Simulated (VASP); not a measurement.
# TiSi (Cmmm) in VASP: single point with LDA

Aim: the single point of TiSi with LDA.

All numbers are computed with VASP 6.6.1; they aren't measurements. Logs are shortened: lines on timing, memory, paths and dates and some standing lists are left out, and cuts for length are marked.

## (1) The crystal as given

It takes space group Cmmm (No. 65, orthorhombic). The conventional cell has a = 3.632 Å, b = 4.235 Å, c = 3.804 Å, α = 90.00°, β = 90.00°, γ = 90.00°. Ti (site symmetry mmm) is surrounded by 8 Si at 2.63 to 2.85 Å and 4 Ti at 2.79 Å. Around Si (site symmetry mmm) lie 8 Ti at 2.63 to 2.85 Å and 4 Si at 2.79 Å.

The cell comes from a database or a generator and needn't be the stable form of this composition.

## (2) Single point, LDA

File INCAR:

```
SYSTEM = TiSi
  PREC = Accurate
  ENCUT = 520
  EDIFF = 1E-6
  ISMEAR = 0
  SIGMA = 0.1
  LREAL = .False.
  LASPH = .True.
  NELM = 80
  ALGO = Normal
  ISIF = 2
  LWAVE = .False.
  LCHARG = .False.
  NBANDS = 15
```

File KPOINTS:

```
regular mesh
0
Gamma
  6 6 6
  0 0 0
```

File POSCAR:

```
TiSi
1.0
    1.8161780000     -2.1176240000      0.0000000000
    1.8161780000      2.1176240000      0.0000000000
    0.0000000000      0.0000000000      3.8039340000
Ti Si
1 1
Direct
    0.5000000000      0.5000000000      0.0000000000
    0.0000000000      0.0000000000      0.5000000000
```

Potentials or basis: VASP PAW LDA potentials, release 64 (Ti_sv, Si).

On the command line:

```sh
> cat potpaw_LDA.64/Ti_sv/POTCAR potpaw_LDA.64/Si/POTCAR > POTCAR
> mpirun -np 1 vasp_std > vasp.out
```

OUTCAR:

```text
SYSTEM = TiSi
   PREC = Accurate
   ENCUT = 520
   EDIFF = 1E-6
   ISMEAR = 0
   LREAL = .False.
   LASPH = .True.
   NELM = 80
   ISIF = 2

 ion  position               nearest neighbor table
   1  0.500  0.500  0.000-   2 2.63   2 2.63   2 2.63   2 2.63   2 2.85   2 2.85   2 2.85   2 2.85

   2  0.000  0.000  0.500-   1 2.63   1 2.63   1 2.63   1 2.63   1 2.85   1 2.85   1 2.85   1 2.85

  LATTYP: Found a base centered orthorhombic cell.
 ALAT       =     3.6323560000
 B/A-ratio  =     1.1659782246
 C/A-ratio  =     1.0472360088

  Lattice vectors:

 A1 = (   1.8161780000,  -2.1176240000,   0.0000000000)
 A2 = (   1.8161780000,   2.1176240000,   0.0000000000)
 A3 = (   0.0000000000,   0.0000000000,   3.8039340000)

Analysis of symmetry for initial positions (statically):
=====================================================================
 Subroutine PRICEL returns:
 Original cell was already a primitive cell.

 Routine SETGRP: Setting up the symmetry group for a
 base centered orthorhombic supercell.

 Subroutine GETGRP returns: Found  8 space group operations
 (whereof  8 operations were pure point group operations)
 out of a pool of  8 trial point group operations.

The static configuration has the point symmetry D_2h.

Analysis of symmetry for dynamics (positions and initial velocities):
=====================================================================
 Subroutine PRICEL returns:
 Original cell was already a primitive cell.

 Routine SETGRP: Setting up the symmetry group for a
 base centered orthorhombic supercell.

 Subroutine GETGRP returns: Found  8 space group operations
 (whereof  8 operations were pure point group operations)
 out of a pool of  8 trial point group operations.

The dynamic configuration has the point symmetry D_2h.

 Subroutine INISYM returns: Found  8 space group operations
 (whereof  8 operations are pure point group operations),
 and found     1 'primitive' translations

----------------------------------------------------------------------------------------

                                     Primitive cell

  volume of cell :      29.2597

  direct lattice vectors                    reciprocal lattice vectors
     1.816178000 -2.117624000  0.000000000     0.275303412 -0.236113682  0.000000000
     1.816178000  2.117624000  0.000000000     0.275303412  0.236113682  0.000000000
     0.000000000  0.000000000  3.803934000     0.000000000  0.000000000  0.262885739

  length of vectors
     2.789773097  2.789773097  3.803934000     0.362686696  0.362686696  0.262885739

  position of ions in fractional coordinates (direct lattice)
     0.500000000  0.500000000  0.000000000
     0.000000000  0.000000000  0.500000000

  ion indices of the primitive-cell ions
   primitive index   ion index
                 1           1
                 2           2

----------------------------------------------------------------------------------------

 KPOINTS: regular mesh

Automatic generation of k-mesh.
 Grid dimensions read from file:
 generate k-points for:    6    6    6

 Generating k-lattice:

  Cartesian coordinates                     Fractional coordinates (reciprocal lattice)
     0.045883902 -0.039352280  0.000000000     0.166666667  0.000000000  0.000000000
     0.045883902  0.039352280  0.000000000     0.000000000  0.166666667  0.000000000
     0.000000000  0.000000000  0.043814290     0.000000000  0.000000000  0.166666667

  Length of vectors
     0.060447783  0.060447783  0.043814290

  Shift w.r.t. Gamma in fractional coordinates (k-lattice)
     0.000000000  0.000000000  0.000000000

 Subroutine IBZKPT returns following result:
 ===========================================

 Found     52 irreducible k-points:

 Following reciprocal coordinates:
            Coordinates               Weight
  0.000000  0.000000  0.000000      1.000000
  0.166667 -0.000000  0.000000      4.000000
  0.333333 -0.000000  0.000000      4.000000
  0.500000 -0.000000  0.000000      2.000000
  0.166667  0.166667  0.000000      2.000000
  0.333333  0.166667  0.000000      4.000000
[... 16 lines left out ...]
  0.333333  0.333333  0.166667      4.000000
  0.500000  0.333333  0.166667      8.000000
 [... further k-points ...]
   k-points           NKPTS =     52   k-points in BZ     NKDIM =     52   number of bands    NBANDS=     15
   number of dos      NEDOS =    301   number of ions     NIONS =      2
   total plane-waves  NPLWV =  16128
   dimension x,y,z NGX =    24 NGY =   24 NGZ =   28
   dimension x,y,z NGXF=    48 NGYF=   48 NGZF=   56
   ions per type =               1   1
   NGX,Y,Z   is equivalent  to a cutoff of  14.30, 14.30, 12.24 a.u.
   NGXF,Y,Z  is equivalent  to a cutoff of  28.60, 28.60, 24.47 a.u.
 SYSTEM =  TiSi
   PREC   = accura    normal or accurate (medium, high low for compatibility)
   ISTART =      0    job   : 0-new  1-cont  2-samecut
   ICHARG =      2    charge: 1-file 2-atom 10-const
   ISPIN  =      1    spin polarized calculation?
   LNONCOLLINEAR =      F non collinear calculations
   LSORBIT =      F    spin-orbit coupling
   LASPH  =      T    aspherical Exc in radial PAW
   ENCUT  =  520.0 eV  38.22 Ry    6.18 a.u.   5.19  5.19  7.07*2*pi/ulx,y,z
   NELM   =     80;   NELMIN=  2; NELMDL= -5     # of ELM steps
   EDIFF  = 0.1E-05   stopping-criterion for ELM
   LREAL  =      F    real-space projection
   EDIFFG = 0.1E-04   stopping-criterion for IOM
   NSW    =      0    number of steps for IOM
   IBRION =     -1    ionic relax: 0-MD 1-quasi-New 2-CG
   NFREE  =      0    steps in history (QN), initial steepest desc. (CG)
   ISIF   =      2    stress and relaxation
   ISYM   =      2    0-nonsym 1-usesym 2-fastsym
   POTIM  = 0.5000    time-step for ionic-motion
   TEBEG  =    0.0;   TEEND  =   0.0 temperature during run
   PSTRESS=    0.0 pullay stress
   NELECT =      16.0000    total number of electrons
   NUPDOWN=      -1.0000    fix difference up-down
   EMIN   =  10.00;   EMAX   =-10.00  energy-range for DOS
   EFERMI =   0.00;   METHOD = LEGACY
   ISMEAR =     0;   SIGMA  =   0.10  broadening in eV -4-tet -1-fermi 0-gaus
   EFERMI_NEDOS =   21; number of points for ismear=-14 and -15
   IALGO  =     38    algorithm
   IMIX   =      4    mixing-type and parameters
     AMIX     =   0.40;   BMIX     =  1.00
     AMIX_MAG =   1.60;   BMIX_MAG =  1.00
  volume/ion in A,a.u.               =      14.63        98.73
  Fermi-wavevector in a.u.,A,eV,Ry     =   1.338725  2.529824 24.384157  1.792185
  Thomas-Fermi vector in A             =   2.467173
   LORBIT       =      0    0 simple, 1 ext, 2 COOP (PROOUT), +10 PAW based schemes
   GGA     = CA    functional components
   LHFCALC =     F    Hartree Fock is set to
   AEXX    =    0.0000 exact exchange contribution
   IVDW    =     0    specifies the selected vdW correction
   LEPSILON=     F    determine dielectric tensor
   LRPA    =     F    only Hartree local field effects (RPA)
 non-spin polarized calculation
 Gauss-broadening in eV      SIGMA  =   0.10
  energy-cutoff  :      520.00
  volume of cell :       29.26
 maximum number of plane-waves:       814
 NGX is ok and might be reduce to    24
   NGX = 11   NGY = 11   NGZ = 15

 number of electron      16.0000004 magnetization

 Free energy of the ion-electron system (eV)
  ---------------------------------------------------
  ext. energy  EPLUGINS =         0.00000000
  ---------------------------------------------------
  free energy    TOTEN  =       -15.71726016 eV

  energy without entropy =      -15.71000330  energy(sigma->0) =      -15.71363173

 E-fermi :   9.8543     XC(G=0): -11.9271

 val. band max:        9.8259498473   @ k =   0.5000   0.3333   0.0000
 cond. band min:       9.9011397062   @ k =  -0.1667   0.1667   0.5000
 fundamental gap:      0.0751898590
 Fermi energy:         9.8543125660

 k-point     1 :       0.0000    0.0000    0.0000
  band No.  band energies     occupation
      1     -46.0458      2.00000
      2     -22.8350      2.00000
      3     -22.4244      2.00000
      4     -22.3070      2.00000
      5      -1.6778      2.00000
      6       7.5850      2.00000
      7       8.3654      2.00000
      8       8.8500      2.00000
      9      11.5984      0.00000
     10      12.2493      0.00000
     11      12.8048      0.00000
     12      15.0973      0.00000
     13      15.8938      0.00000
     14      16.2921      0.00000
     15      18.4721      0.00000

 k-point     2 :       0.1667   -0.0000    0.0000
  band No.  band energies     occupation
      1     -46.0276      2.00000
      2     -22.8166      2.00000
      3     -22.5277      2.00000
      4     -22.3400      2.00000
      5      -1.1264      2.00000
      6       7.9535      2.00000
      7       7.9996      2.00000
      8       8.7013      2.00000
      9      11.9932      0.00000
     10      12.2938      0.00000
     11      12.4676      0.00000
     12      12.8990      0.00000
     13      16.0513      0.00000
     14      16.3898      0.00000
     15      20.0495      0.00000

 k-point     3 :       0.3333   -0.0000    0.0000
  band No.  band energies     occupation
      1     -45.9908      2.00000
      2     -22.7994      2.00000
      3     -22.7798      2.00000
      4     -22.3332      2.00000
      5       0.4513      2.00000
      6       6.2487      2.00000
      7       7.3933      2.00000
      8       8.8619      2.00000
      9      11.6534      0.00000
     10      12.1903      0.00000
     11      12.8113      0.00000
     12      13.7946      0.00000
     13      15.8097      0.00000
     14      17.2491      0.00000
     15      19.2025      0.00000
[... 343 lines left out ...]
 k-point    23 :       0.3333    0.3333    0.1667
  band No.  band energies     occupation
      1     -45.9378      2.00000
      2     -22.7515      2.00000
      3     -22.7364      2.00000
      4     -22.7352      2.00000
      5       2.8618      2.00000
      6       6.7837      2.00000
      7       6.8916      2.00000
      8       8.0446      2.00000
      9      10.1244      0.00013
     10      11.3796      0.00000
     11      13.0644      0.00000
     12      13.0955      0.00000
     13      15.4434      0.00000
     14      17.1008      0.00000
     15      19.0479      0.00000

 k-point    24 :       0.5000    0.3333    0.1667
  band No.  band energies     occupation
      1     -45.9214      2.00000
      2     -22.8670      2.00000
      3     -22.7215      2.00000
      4     -22.7143      2.00000
      5       3.5381      2.00000
      6       5.8569      2.00000
      7       7.2709      2.00000
      8       9.3534      2.00000
      9       9.8028      1.53389
     10      10.9613      0.00000
     11      12.2333      0.00000
     12      13.6291      0.00000
     13      15.4381      0.00000
     14      16.7161      0.00000
     15      17.8565      0.00000

 [... further k-points ...]

------------------------ aborting loop because EDIFF is reached ----------------------------------------

  FORCE on cell =-STRESS in cart. coord.  units (eV):
  Direction    XX          YY          ZZ          XY          YZ          ZX
  --------------------------------------------------------------------------------------
  -------------------------------------------------------------------------------------
  Total       -1.5385543     -1.1198201     -1.4800193      0.0000000      0.0000000      0.0000000
  in kB      -84.2467536    -61.3180907    -81.0415486      0.0000000      0.0000000      0.0000000
  external PRESSURE =     -75.5354643 kB  Pullay stress =       0.0000000 kB

 VOLUME and BASIS-vectors are now :
 -----------------------------------------------------------------------------
  energy-cutoff  :      520.00
  volume of cell :       29.26
      direct lattice vectors                 reciprocal lattice vectors
     1.816178000 -2.117624000  0.000000000     0.275303412 -0.236113682  0.000000000
     1.816178000  2.117624000  0.000000000     0.275303412  0.236113682  0.000000000
     0.000000000  0.000000000  3.803934000     0.000000000  0.000000000  0.262885739

 POSITION                                       TOTAL-FORCE (eV/Angst)
 -----------------------------------------------------------------------------------
      1.81618      0.00000      0.00000         0.000000      0.000000      0.000000
      0.00000      0.00000      1.90197        -0.000000      0.000000      0.000000
 -----------------------------------------------------------------------------------
    total drift:                               -0.000000     -0.000000     -0.000000

  FREE ENERGIE OF THE ION-ELECTRON SYSTEM (eV)
  ---------------------------------------------------
  free  energy   TOTEN  =       -15.7172601622 eV

  energy  without entropy=      -15.7100032979  energy(sigma->0) =      -15.71363173
```

Run time: 13 s. Hardware: 1 thread of AMD EPYC 9R14 (Zen 4), shared host; peak memory 0.11 GiB.

Results:

| Property | Result |
| --- | --- |
| Free energy | -15.7173 eV |
| Pressure | -7.6 GPa |
| Band gap on the k mesh | none (metal or under the smearing width) |

Levels at points of the mesh, in eV from the Fermi level:
```
           k point  band 6  band 7  band 8  band 9  band 10  band 11
(0.00, 0.00, 0.00)   -2.27   -1.49   -1.00    1.74     2.39     2.95
(0.50, 0.00, 0.00)   -6.15   -2.73   -0.73    1.71     2.40     4.35
(0.50, 0.50, 0.00)   -3.57   -1.36   -1.15   -0.76    -0.21     2.89
(0.00, 0.00, 0.50)   -6.29   -0.71    0.66    0.70     1.75     3.03
(0.50, 0.00, 0.50)   -4.61   -2.41   -1.58    1.48     1.87     1.92
(0.50, 0.50, 0.50)   -3.68   -3.23   -3.03    2.21     2.78     2.84
```

Caveat: the k mesh is coarse (spacing up to 0.38 Å⁻¹), so the values aren't converged.
